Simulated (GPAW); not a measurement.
# GaN: optical spectrum from first principles

Wanted: where GaN starts to absorb, how strongly, and its refractive index.

Main program and level: GPAW 26.7.0; DFT, PBE, plane-wave PAW (GPAW data sets), scalar-relativistic, RPA, optical limit.

This is a report of a sequence of runs, with most program output left out.

## Step 1: The structure

Symmetry: F-43m, No. 216, cubic system. The conventional cell has a = 4.507 Å, b = 4.507 Å, c = 4.507 Å, α = 90.00°, β = 90.00°, γ = 90.00°. Ga has 4 N at 1.95 Å nearest. N has 4 Ga at 1.95 Å nearest. Farther neighbours and most contacts between anions are not listed.

## Step 2: Ground state

First the ground state: is it a metal or has it a gap?

This step: DFT, PBE, plane-wave PAW (GPAW data sets), scalar-relativistic, ground state (GPAW 26.7.0).

Input file gs.py:

```python
from ase import Atoms
from ase.dft.bandgap import bandgap
from gpaw import GPAW, PW, FermiDirac

atoms = Atoms(['Ga', 'N'],
              cell=[[0.000000000000, 2.253500607500, 2.253500607500],
                    [2.253500607500, 0.000000000000, 2.253500607500],
                    [2.253500607500, 2.253500607500, 0.000000000000]],
              scaled_positions=[[0.000000000000, 0.000000000000, 0.000000000000],
                                [0.250000000000, 0.250000000000, 0.250000000000]],
              pbc=[True, True, True])
atoms.calc = GPAW(mode=PW(550), xc='PBE', kpts={'size': (9, 9, 9), 'gamma': True},
                  occupations=FermiDirac(0.05), maxiter=150, txt='gs.txt')
print('energy (eV)', atoms.get_potential_energy())
print('Fermi level (eV)', atoms.calc.get_fermi_level())
print('valence electrons', atoms.calc.get_number_of_electrons())
print('gap (eV)', bandgap(atoms.calc, output=None)[0])
print('direct gap (eV)', bandgap(atoms.calc, direct=True, output=None)[0])
atoms.calc.write('gs.gpw')
```

Launch:

```sh
$ OMP_NUM_THREADS=1 python gs.py
```

The job ended after 5.3 s (1 thread of Arm Neoverse V1, shared host; peak memory 0.12 GiB).

Numbers from this step:

- energy: -11.76 eV
- Fermi energy: 7.335 eV
- gap on the k-mesh: 1.764 eV
- direct gap on the mesh: 1.764 eV
- electrons: 8

There is a gap, 1.76 eV on this mesh (points off the mesh can give less), so no carriers' term is needed.

## Step 3: Bands for the response

At the fixed density, many empty bands are solved on the mesh of the response, since the spectrum sums over them.

This step: DFT, PBE, plane-wave PAW (GPAW data sets), scalar-relativistic, bands at fixed density (GPAW 26.7.0).

Input file nscf.py:

```python
from ase.dft.bandgap import bandgap
from gpaw import GPAW, FermiDirac

calc = GPAW('gs.gpw').fixed_density(kpts={'size': (14, 14, 14), 'gamma': True}, nbands=26, convergence={'bands': 20},
                                    occupations=FermiDirac(0.001), txt='nscf.txt')
print('gap (eV)', bandgap(calc, output=None)[0])
print('direct gap (eV)', bandgap(calc, direct=True, output=None)[0])
print('top band over the Fermi level (eV)', min(calc.get_eigenvalues(kpt=k)[19] for k in range(len(calc.get_ibz_k_points()))) - calc.get_fermi_level())
calc.write('full.gpw', mode='all')
```

Launch:

```sh
$ OMP_NUM_THREADS=1 python nscf.py
```

It took 28 s on 1 thread; peak memory 0.17 GiB.

## Step 4: Dielectric function, RPA

Local fields let the induced charge screen the field inside the cell, which as a rule lowers ε, most along directions where the density is uneven.

This step: DFT, PBE, plane-wave PAW (GPAW data sets), scalar-relativistic, RPA, optical limit (GPAW 26.7.0).

Input file df.py:

```python
from gpaw.response.df import DielectricFunction

df = DielectricFunction('full.gpw', frequencies={'type': 'nonlinear', 'domega0': 0.03, 'omega2': 8},
                        ecut=50,
                        eta=0.12,
                        nbands=20,
                        txt='df.txt')
for direction in ['x', 'z']:
    df.get_dielectric_function(xc='RPA', direction=direction, filename=f'df_{direction}.csv')
```

Launch:

```sh
$ OMP_NUM_THREADS=1 python df.py
```

Elapsed: 5.1 s, on 1 thread; peak memory 0.2 GiB.

Read-outs, printed or worked out from the files:

| Property | Result |
| --- | --- |
| electronic dielectric constant ε∞, mean over x, y and z (by symmetry where fewer were run) | 5.744 |
| main peak of Im epsilon, first axis | 7.053 eV |

Some rows of df_x.csv (energy; Re and Im without local fields; Re and Im with them):

```text
0.000000, 5.940671, 0.000000, 5.743495, -0.000000
0.429336, 5.975181, 0.019877, 5.778365, 0.020097
0.878195, 6.096763, 0.048184, 5.901474, 0.048879
1.347938, 6.387853, 0.123457, 6.197693, 0.126093
1.840057, 6.361817, 0.654698, 6.166199, 0.674232
2.356191, 6.792921, 1.970101, 6.612081, 2.038101
2.898142, 6.723415, 1.427755, 6.522766, 1.487846
3.467895, 6.232183, 2.533696, 5.977716, 2.663329
4.067647, 7.320271, 1.627742, 7.058381, 1.695795
4.699832, 6.638523, 2.397907, 6.253000, 2.527583
5.367152, 7.454353, 3.419845, 6.938182, 3.549721
6.072622, 7.271134, 5.804024, 6.414445, 5.821080
6.819608, 4.251122, 8.057758, 3.545448, 7.686563
7.611886, 2.115950, 7.417548, 1.533356, 6.839113
8.453705, 2.175281, 4.137331, 1.279894, 3.520922
9.349861, 1.369711, 7.994805, 1.528955, 6.075725
10.305790, -0.581905, 4.716100, -0.126023, 3.875382
11.327680, 0.005302, 5.997512, 1.043515, 4.582225
12.422601, -2.713992, 3.324078, -1.923894, 3.876646
13.598673, -1.878207, 1.688536, -1.686303, 1.961527
```

Values under the direct gap are tails of Lorentzian lines. Table of Im ε, E ∥ x or z by photon energy; read off at these points:

| photon energy (eV) | Im ε, E ∥ x or z |
| --- | --- |
| 0.000 | 0 |
| 0.250 | 0.0114 |
| 0.500 | 0.0238 |
| 0.750 | 0.0390 |
| 1.000 | 0.0605 |
| 1.250 | 0.0989 |
| 1.500 | 0.213 |
| 1.750 | 0.800 |
| 2.000 | 0.442 |
| 2.250 | 1.22 |
| 2.500 | 1.35 |
| 2.750 | 1.20 |
| 3.000 | 1.48 |
| 3.250 | 1.91 |
| 3.500 | 2.56 |
| 3.750 | 1.71 |
| 4.000 | 1.42 |
| 4.250 | 2.86 |
| 4.500 | 2.51 |
| 4.750 | 2.29 |
| 5.000 | 3.47 |
| 5.250 | 3.45 |
| 5.500 | 3.61 |
| 5.750 | 6.06 |
| 6.000 | 5.59 |
| 6.250 | 6.72 |
| 6.334 | 7.16 |
| 6.500 | 6.50 |
| 6.710 | 8.29 |
| 6.750 | 8.18 |
| 7.000 | 8.04 |
| 7.041 | 8.29 |
| 7.250 | 5.93 |
| 7.500 | 7.61 |
| 7.750 | 7.65 |
| 7.788 | 7.86 |
| 8.000 | 4.57 |
| 8.250 | 3.38 |
| 8.500 | 3.39 |
| 8.750 | 3.51 |
| 9.000 | 4.77 |
| 9.250 | 5.91 |
| 9.500 | 5.50 |
| 9.750 | 5.31 |
| 10.000 | 5.05 |
| 10.250 | 4.18 |
| 10.500 | 3.92 |
| 10.750 | 3.58 |
| 11.000 | 4.10 |
| 11.250 | 4.35 |
| 11.500 | 4.95 |
| 11.750 | 5.26 |
| 12.000 | 5.60 |
| 12.250 | 4.73 |
| 12.500 | 3.71 |
| 12.750 | 3.56 |
| 13.000 | 3.37 |
| 13.250 | 2.87 |
| 13.500 | 2.10 |
| 13.750 | 2.11 |

The Re ε, E ∥ x or z by photon energy:

| photon energy (eV) | Re ε, E ∥ x or z |
| --- | --- |
| 0.0 | 5.74 |
| 0.5 | 5.79 |
| 1.0 | 5.96 |
| 1.5 | 6.38 |
| 2.0 | 6.47 |
| 2.5 | 6.06 |
| 3.0 | 6.28 |
| 3.5 | 5.77 |
| 4.0 | 6.65 |
| 4.5 | 6.39 |
| 5.0 | 6.97 |
| 5.5 | 7.76 |
| 6.0 | 6.52 |
| 6.5 | 5.66 |
| 7.0 | 3.51 |
| 7.5 | 1.94 |
| 8.0 | -0.991 |
| 8.5 | 1.35 |
| 9.0 | 2.97 |
| 9.5 | 0.640 |
| 10.0 | 0.0418 |
| 10.5 | 0.318 |
| 11.0 | 1.02 |
| 11.5 | 0.586 |
| 12.0 | -0.588 |
| 12.5 | -1.81 |
| 13.0 | -1.84 |
| 13.5 | -1.95 |

The Im ε, E ∥ x or z has structure finer than the step of the table below, so its rows give means over 0.5 eV, whole bins alone (the curve runs from 0 to 14.0 eV). Peaks (eV: height): without local fields 3.43: 2.55, 7.04: 8.82, 7.79: 8.47, 9.28: 8.03, 11.40: 6.21; with local fields 3.43: 2.67, 6.71: 8.29, 7.79: 7.86, 9.35: 6.08, 12.10: 5.75.

Values under the direct gap are tails of Lorentzian lines. The Im ε, E ∥ x or z by photon energy; means over each step:

| photon energy (eV) | without local fields | with local fields |
| --- | --- | --- |
| 0.5 | 0.0240 | 0.0243 |
| 1.0 | 0.0622 | 0.0632 |
| 1.5 | 0.293 | 0.300 |
| 2.0 | 0.622 | 0.640 |
| 2.5 | 1.47 | 1.52 |
| 3.0 | 1.37 | 1.44 |
| 3.5 | 2.07 | 2.17 |
| 4.0 | 1.78 | 1.86 |
| 4.5 | 2.53 | 2.66 |
| 5.0 | 2.87 | 3.00 |
| 5.5 | 4.07 | 4.21 |
| 6.0 | 5.77 | 5.83 |
| 6.5 | 7.49 | 7.17 |
| 7.0 | 8.00 | 7.59 |
| 7.5 | 7.50 | 6.94 |
| 8.0 | 5.63 | 5.19 |
| 8.5 | 3.99 | 3.34 |
| 9.0 | 6.37 | 4.76 |
| 9.5 | 7.14 | 5.48 |
| 10.0 | 6.26 | 5.09 |
| 10.5 | 4.73 | 3.83 |
| 11.0 | 5.23 | 4.03 |
| 11.5 | 5.99 | 4.89 |
| 12.0 | 5.28 | 5.44 |
| 12.5 | 3.31 | 3.86 |
| 13.0 | 2.82 | 3.38 |
| 13.5 | 1.84 | 2.21 |

The loss function −Im 1/ε at q → 0, E ∥ x or z has structure finer than the step of the table below, so its rows give means over 0.5 eV, whole bins alone (the curve runs from 0 to 14.0 eV). Peaks (eV: height): 8.27: 0.288, 10.74: 0.273, 13.69: 0.322.

Values under the direct gap are tails of Lorentzian lines. Table of loss function −Im 1/ε at q → 0, E ∥ x or z by energy loss; means over each step:

| energy loss (eV) | loss function −Im 1/ε at q → 0, E ∥ x or z |
| --- | --- |
| 0.5 | 7.2e-4 |
| 1.0 | 0.00177 |
| 1.5 | 0.00718 |
| 2.0 | 0.0146 |
| 2.5 | 0.0358 |
| 3.0 | 0.0323 |
| 3.5 | 0.0518 |
| 4.0 | 0.0392 |
| 4.5 | 0.0555 |
| 5.0 | 0.0518 |
| 5.5 | 0.0557 |
| 6.0 | 0.0766 |
| 6.5 | 0.0876 |
| 7.0 | 0.115 |
| 7.5 | 0.131 |
| 8.0 | 0.206 |
| 8.5 | 0.244 |
| 9.0 | 0.155 |
| 9.5 | 0.176 |
| 10.0 | 0.196 |
| 10.5 | 0.259 |
| 11.0 | 0.236 |
| 11.5 | 0.201 |
| 12.0 | 0.176 |
| 12.5 | 0.212 |
| 13.0 | 0.222 |
| 13.5 | 0.263 |

The refractive index n and extinction k by photon energy:

| photon energy (eV) | n | k |
| --- | --- | --- |
| 0.0 | 2.40 | 0 |
| 0.5 | 2.41 | 0.00495 |
| 1.0 | 2.44 | 0.0124 |
| 1.5 | 2.53 | 0.0421 |
| 2.0 | 2.55 | 0.0869 |
| 2.5 | 2.48 | 0.272 |
| 3.0 | 2.52 | 0.294 |
| 3.5 | 2.46 | 0.521 |
| 4.0 | 2.59 | 0.274 |
| 4.5 | 2.57 | 0.487 |
| 5.0 | 2.72 | 0.639 |
| 5.5 | 2.86 | 0.632 |
| 6.0 | 2.75 | 1.02 |
| 6.5 | 2.67 | 1.22 |
| 7.0 | 2.48 | 1.62 |
| 7.5 | 2.21 | 1.72 |
| 8.0 | 1.36 | 1.68 |
| 8.5 | 1.58 | 1.07 |
| 9.0 | 2.07 | 1.15 |
| 9.5 | 1.76 | 1.56 |
| 10.0 | 1.60 | 1.58 |
| 10.5 | 1.46 | 1.34 |
| 11.0 | 1.62 | 1.27 |
| 11.5 | 1.67 | 1.48 |
| 12.0 | 1.59 | 1.76 |
| 12.5 | 1.08 | 1.72 |
| 13.0 | 1.00 | 1.68 |
| 13.5 | 0.677 | 1.55 |

From ε follow the optical constants at some laser and lamp lines:

| wavelength (nm) | n | k | R (%) | 1/α |
| --- | --- | --- | --- | --- |
| 1064 | 2.46 | 0.017 | 17.8 | 5.0 µm |
| 800 | 2.54 | 0.053 | 18.9 | 1.2 µm |
| 532 | 2.65 | 0.361 | 21.2 | 117 nm |
| 405 | 2.54 | 0.262 | 19.4 | 123 nm |
| 308 | 2.63 | 0.282 | 20.6 | 87 nm |
| 248 | 2.72 | 0.639 | 23.6 | 31 nm |
| 193 | 2.61 | 1.254 | 28.5 | 12 nm |

Below the direct gap, k and the depth come from the tails of the Lorentzian lines, not from transitions.

Rows near the edge hang on the gap, which this functional as a rule makes too small, and phonon-assisted absorption is left out.

## Step 5: What came out

* electronic dielectric constant ε∞, mean over x, y and z (by symmetry where fewer were run) (RPA): 5.74
* main peak of Im epsilon, first axis: 7.05 eV

At this level (PBE, RPA) GaN has ε∞ = 5.74 and n = 2.42 at 1550 nm, and Im ε peaks at 7.1 eV. On the mesh the gap is 1.76 eV and the least direct gap 1.76 eV. Local fields change the static value along x from 5.94 to 5.74 (-3 %). Distinct maxima of Im ε, read by a parabola through the highest points, lie at 6.72 eV (8.3), 7.05 eV (8.3), 7.48 eV (7.7) and 7.78 eV (7.9). Excitons and phonon-assisted transitions are missing; PBE gaps are as a rule too small, which pulls the onset down and ε∞ up. The sum runs over mesh points, so small or evenly spaced maxima can still be ripples of the mesh.

[Machine, clock and banner lines and Python warnings are left out of the logs.]

[Logs are printed without paths, hosts, clocks, repeated set-up lines and the standing remarks that a program may print on its own settings, such as how far it seeks lower states.]

[Hosts, paths, dates, database ids (printed as entryN), source tags and the programs' standing remarks are cut or masked in the printed files.]
